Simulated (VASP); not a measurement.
# Sn (Fd-3m) in VASP: relaxation of cell and atoms with r2SCAN

Aim: the relaxation of cell and atoms of Sn with r2SCAN.

All numbers are computed with VASP 6.6.1; they aren't measurements. Logs are shortened: lines on timing, memory, paths and dates and some standing lists are left out, and cuts for length are marked.

**1. The structure**

The structure is cubic, space group Fd-3m (No. 227). Conventional cell: a = 6.467 Å, b = 6.467 Å, c = 6.467 Å, α = 90.00°, β = 90.00°, γ = 90.00°. Around Sn (site symmetry -43m) lie 4 Sn at 2.80 Å.

This isn't the form of Sn at room conditions, which is tetragonal (white tin).

**2. Relaxation of cell and atoms, r2SCAN**

Contents of INCAR:

```
SYSTEM = Sn
PREC = Accurate ; ENCUT = 600
EDIFF = 1E-7 ; ISMEAR = 0
SIGMA = 0.02 ; LREAL = .False.
LASPH = .True. ; NELM = 60
ALGO = Normal ; ISIF = 3
LWAVE = .False. ; LCHARG = .False.
METAGGA = R2SCAN ; LMIXTAU = .True.
IBRION = 2 ; NSW = 80
EDIFFG = -0.004
```

Contents of KPOINTS:

```
Automatic mesh
0
Gamma
  8 8 8
  0 0 0
```

Contents of POSCAR:

```
Sn
1.0
    0.0000000000      3.2333428000      3.2333428000
    3.2333428000      0.0000000000      3.2333428000
    3.2333428000      3.2333428000      0.0000000000
Sn
2
Direct
    0.0000000000      0.0000000000      0.0000000000
    0.2500000000      0.2500000000      0.2500000000
```

Potentials or basis: VASP PAW PBE potentials, release 64 (Sn_d).

Command:

```
> cat potpaw_PBE.64/Sn_d/POTCAR > POTCAR
> mpirun -np 1 vasp_std > vasp.out
```

OUTCAR:

```text
SYSTEM = Sn
   PREC = Accurate
   ENCUT = 600
   EDIFF = 1E-7
   ISMEAR = 0
   LREAL = .False.
   LASPH = .True.
   NELM = 60
   ISIF = 3
   METAGGA = R2SCAN
   IBRION = 2
   NSW = 80
   EDIFFG = -0.004

 ion  position               nearest neighbor table
   1  0.000  0.000  0.000-   2 2.80   2 2.80   2 2.80   2 2.80
   2  0.250  0.250  0.250-   1 2.80   1 2.80   1 2.80   1 2.80

  LATTYP: Found a face centered cubic cell.
 ALAT       =     6.4666856000

  Lattice vectors:

 A1 = (   0.0000000000,   3.2333428000,   3.2333428000)
 A2 = (   3.2333428000,   0.0000000000,   3.2333428000)
 A3 = (   3.2333428000,   3.2333428000,   0.0000000000)

Analysis of symmetry for initial positions (statically):
=====================================================================
 Subroutine PRICEL returns:
 Original cell was already a primitive cell.

 Routine SETGRP: Setting up the symmetry group for a
 face centered cubic supercell.

 Subroutine GETGRP returns: Found 48 space group operations
 (whereof 24 operations were pure point group operations)
 out of a pool of 48 trial point group operations.

The static configuration has the point symmetry T_d .
 The point group associated with its full space group is O_h .

Analysis of symmetry for dynamics (positions and initial velocities):
=====================================================================
 Subroutine PRICEL returns:
 Original cell was already a primitive cell.

 Routine SETGRP: Setting up the symmetry group for a
 face centered cubic supercell.

 Subroutine GETGRP returns: Found 48 space group operations
 (whereof 24 operations were pure point group operations)
 out of a pool of 48 trial point group operations.

The dynamic configuration has the point symmetry T_d .
 The point group associated with its full space group is O_h .

 Subroutine INISYM returns: Found 48 space group operations
 (whereof 24 operations are pure point group operations),
 and found     1 'primitive' translations

----------------------------------------------------------------------------------------

                                     Primitive cell

  volume of cell :      67.6060

  direct lattice vectors                    reciprocal lattice vectors
     0.000000000  3.233342800  3.233342800    -0.154638723  0.154638723  0.154638723
     3.233342800  0.000000000  3.233342800     0.154638723 -0.154638723  0.154638723
     3.233342800  3.233342800  0.000000000     0.154638723  0.154638723 -0.154638723

  length of vectors
     4.572637240  4.572637240  4.572637240     0.267842124  0.267842124  0.267842124

  position of ions in fractional coordinates (direct lattice)
     0.000000000  0.000000000  0.000000000
     0.250000000  0.250000000  0.250000000

  ion indices of the primitive-cell ions
   primitive index   ion index
                 1           1
                 2           2

----------------------------------------------------------------------------------------

 KPOINTS: Automatic mesh

Automatic generation of k-mesh.
 Grid dimensions read from file:
 generate k-points for:    8    8    8

 Generating k-lattice:

  Cartesian coordinates                     Fractional coordinates (reciprocal lattice)
    -0.019329840  0.019329840  0.019329840     0.125000000  0.000000000  0.000000000
     0.019329840 -0.019329840  0.019329840     0.000000000  0.125000000  0.000000000
     0.019329840  0.019329840 -0.019329840     0.000000000  0.000000000  0.125000000

  Length of vectors
     0.033480266  0.033480266  0.033480266

  Shift w.r.t. Gamma in fractional coordinates (k-lattice)
     0.000000000  0.000000000  0.000000000

 Subroutine IBZKPT returns following result:
 ===========================================

 Found     29 irreducible k-points:

 Following reciprocal coordinates:
            Coordinates               Weight
  0.000000  0.000000  0.000000      1.000000
  0.125000  0.000000  0.000000      8.000000
  0.250000  0.000000  0.000000      8.000000
  0.375000  0.000000  0.000000      8.000000
  0.500000  0.000000  0.000000      4.000000
  0.125000  0.125000  0.000000      6.000000
[... 16 lines left out ...]
  0.500000  0.250000  0.125000     48.000000
 -0.375000  0.250000  0.125000     24.000000
 [... further k-points ...]
   k-points           NKPTS =     29   k-points in BZ     NKDIM =     29   number of bands    NBANDS=     18
   number of dos      NEDOS =    301   number of ions     NIONS =      2
   total plane-waves  NPLWV =  64000
   dimension x,y,z NGX =    40 NGY =   40 NGZ =   40
   dimension x,y,z NGXF=    80 NGYF=   80 NGZF=   80
   ions per type =               2
   NGX,Y,Z   is equivalent  to a cutoff of  14.54, 14.54, 14.54 a.u.
   NGXF,Y,Z  is equivalent  to a cutoff of  29.09, 29.09, 29.09 a.u.
 SYSTEM =  Sn
   PREC   = accura    normal or accurate (medium, high low for compatibility)
   ISTART =      0    job   : 0-new  1-cont  2-samecut
   ICHARG =      2    charge: 1-file 2-atom 10-const
   ISPIN  =      1    spin polarized calculation?
   LNONCOLLINEAR =      F non collinear calculations
   LSORBIT =      F    spin-orbit coupling
   LASPH  =      T    aspherical Exc in radial PAW
   ENCUT  =  600.0 eV  44.10 Ry    6.64 a.u.   9.13  9.13  9.13*2*pi/ulx,y,z
   NELM   =     60;   NELMIN=  2; NELMDL= -5     # of ELM steps
   EDIFF  = 0.1E-06   stopping-criterion for ELM
   LREAL  =      F    real-space projection
   EDIFFG = -.4E-02   stopping-criterion for IOM
   NSW    =     80    number of steps for IOM
   IBRION =      2    ionic relax: 0-MD 1-quasi-New 2-CG
   NFREE  =      1    steps in history (QN), initial steepest desc. (CG)
   ISIF   =      3    stress and relaxation
   ISYM   =      2    0-nonsym 1-usesym 2-fastsym
   POTIM  = 0.5000    time-step for ionic-motion
   TEBEG  =    0.0;   TEEND  =   0.0 temperature during run
   PSTRESS=    0.0 pullay stress
   NELECT =      28.0000    total number of electrons
   NUPDOWN=      -1.0000    fix difference up-down
   EMIN   =  10.00;   EMAX   =-10.00  energy-range for DOS
   EFERMI =   0.00;   METHOD = LEGACY
   ISMEAR =     0;   SIGMA  =   0.02  broadening in eV -4-tet -1-fermi 0-gaus
   EFERMI_NEDOS =   21; number of points for ismear=-14 and -15
   IALGO  =     38    algorithm
   IMIX   =      4    mixing-type and parameters
     AMIX     =   0.40;   BMIX     =  1.00
     AMIX_MAG =   1.60;   BMIX_MAG =  1.00
  volume/ion in A,a.u.               =      33.80       228.11
  Fermi-wavevector in a.u.,A,eV,Ry     =   1.220298  2.306028 20.260793  1.489126
  Thomas-Fermi vector in A             =   2.355520
   LORBIT       =      0    0 simple, 1 ext, 2 COOP (PROOUT), +10 PAW based schemes
   METAGGA = R2SCAN    functional components
   LHFCALC =     F    Hartree Fock is set to
   AEXX    =    0.0000 exact exchange contribution
   IVDW    =     0    specifies the selected vdW correction
   LEPSILON=     F    determine dielectric tensor
   LRPA    =     F    only Hartree local field effects (RPA)
 conjugate gradient relaxation of ions
 non-spin polarized calculation
 Gauss-broadening in eV      SIGMA  =   0.02
  energy-cutoff  :      600.00
  volume of cell :       67.61
 maximum number of plane-waves:      2276
 NGX is ok and might be reduce to    40
   NGX = 19   NGY = 19   NGZ = 19

--------------------------------------- Ionic step        1  -------------------------------------------

 number of electron      28.0000005 magnetization

 Free energy of the ion-electron system (eV)
  ---------------------------------------------------
  ext. energy  EPLUGINS =         0.00000000
  ---------------------------------------------------
  free energy    TOTEN  =       -49.46829788 eV

  energy without entropy =      -49.46823762  energy(sigma->0) =      -49.46826775

------------------------ aborting loop because EDIFF is reached ----------------------------------------

  FORCE on cell =-STRESS in cart. coord.  units (eV):
  Direction    XX          YY          ZZ          XY          YZ          ZX
  --------------------------------------------------------------------------------------
  -------------------------------------------------------------------------------------
  Total        0.9296150      0.9296150      0.9296150     -0.0000000      0.0000000     -0.0000000
  in kB       22.0307076     22.0307076     22.0307076     -0.0000000      0.0000000     -0.0000000
  external PRESSURE =      22.0307076 kB  Pullay stress =       0.0000000 kB
[... 57 lines left out ...]
  energy  without entropy=      -49.4849614637  energy(sigma->0) =      -49.48501721

--------------------------------------- Ionic step        3  -------------------------------------------

 number of electron      27.9999999 magnetization

 Free energy of the ion-electron system (eV)
  ---------------------------------------------------
  ext. energy  EPLUGINS =         0.00000000
  ---------------------------------------------------
  free energy    TOTEN  =       -49.48921476 eV

  energy without entropy =      -49.48915443  energy(sigma->0) =      -49.48918459

 E-fermi :   5.2237     XC(G=0):  -9.4255

 val. band max:        5.2176183766   @ k =   0.0000   0.0000   0.0000
 cond. band min:       5.2773875104   @ k =   0.5000   0.0000   0.0000
 fundamental gap:      0.0597691338
 Fermi energy:         5.2237003005

 k-point     1 :       0.0000    0.0000    0.0000
  band No.  band energies     occupation
      1     -17.1229      2.00000
      2     -17.1229      2.00000
      3     -17.1229      2.00000
      4     -17.0611      2.00000
      5     -17.0611      2.00000
      6     -16.7659      2.00000
[... 10 lines left out ...]
     17       7.4309      0.00000
     18       7.4309      0.00000
[... 466 lines left out ...]
      2     -17.1709      2.00000
      3     -17.0519      2.00000
      4     -16.9748      2.00000
      5     -16.9576      2.00000
      6     -16.8822      2.00000
[... 10 lines left out ...]
     17      10.0883      0.00000
     18      10.9819      0.00000

 [... further k-points ...]

------------------------ aborting loop because EDIFF is reached ----------------------------------------

  FORCE on cell =-STRESS in cart. coord.  units (eV):
  Direction    XX          YY          ZZ          XY          YZ          ZX
  --------------------------------------------------------------------------------------
  -------------------------------------------------------------------------------------
  Total       -0.0017568     -0.0017568     -0.0017568     -0.0000000      0.0000000      0.0000000
  in kB       -0.0397754     -0.0397754     -0.0397754     -0.0000000      0.0000000      0.0000000
  external PRESSURE =      -0.0397754 kB  Pullay stress =       0.0000000 kB
[... 17 lines left out ...]
  FREE ENERGIE OF THE ION-ELECTRON SYSTEM (eV)
  ---------------------------------------------------
  free  energy   TOTEN  =       -49.4892147594 eV

  energy  without entropy=      -49.4891544282  energy(sigma->0) =      -49.48918459

 reached required accuracy - stopping structural energy minimisation
```

It took 6.8 min on 1 thread of AMD EPYC 9R45 (Zen 5), shared host; peak memory 0.24 GiB.

Results:

```
Free energy                            : -49.4892 eV
Relaxed volume                         : 35.38 Å³/atom
Relaxed cell                           : a = 4.643 Å, b = 4.643 Å, c = 4.643 Å, α = 60.00°, β = 60.00°, γ = 60.00°
Space group after relaxing (to 0.05 Å) : Fd-3m (No. 227)
Energy gained by relaxing              : 10.5 meV/atom
Ionic steps                            : 3
Pressure after relaxing                : 0.0 GPa
Band gap on the k mesh                 : none (metal or under the smearing width)
```

Step by step:
```tsv
step	energy change (eV)	largest force (eV/Å)	pressure (GPa)	volume (Å³)
1	0.0000	0.0000	2.20	67.61
2	-0.0168	0.0000	-0.86	72.26
3	-0.0209	0.0000	0.00	70.77
```

Final structure:
```
Sn
1.0
     0.00000    3.28296    3.28296
     3.28296    0.00000    3.28296
     3.28296    3.28296    0.00000
Sn
2
Direct
  0.00000 0.00000 0.00000
  0.25000 0.25000 0.25000
```

Levels at points of the mesh, in eV from the Fermi level:
| k point | band 11 | band 12 | band 13 | band 14 | band 15 | band 16 | band 17 | band 18 |
| --- | --- | --- | --- | --- | --- | --- | --- | --- |
| (0.00, 0.00, 0.00) | -10.90 | -0.63 | -0.01 | -0.01 | -0.01 | 2.21 | 2.21 | 2.21 |
| (0.50, 0.00, 0.00) | -9.26 | -6.47 | -1.22 | -1.22 | 0.05 | 3.34 | 3.34 | 5.95 |
| (0.50, 0.50, 0.00) | -7.75 | -7.75 | -2.57 | -2.57 | 0.94 | 0.94 | 7.92 | 7.92 |

Caveat: the PAW data sets were made with another functional, which shifts forces and pressure a little.
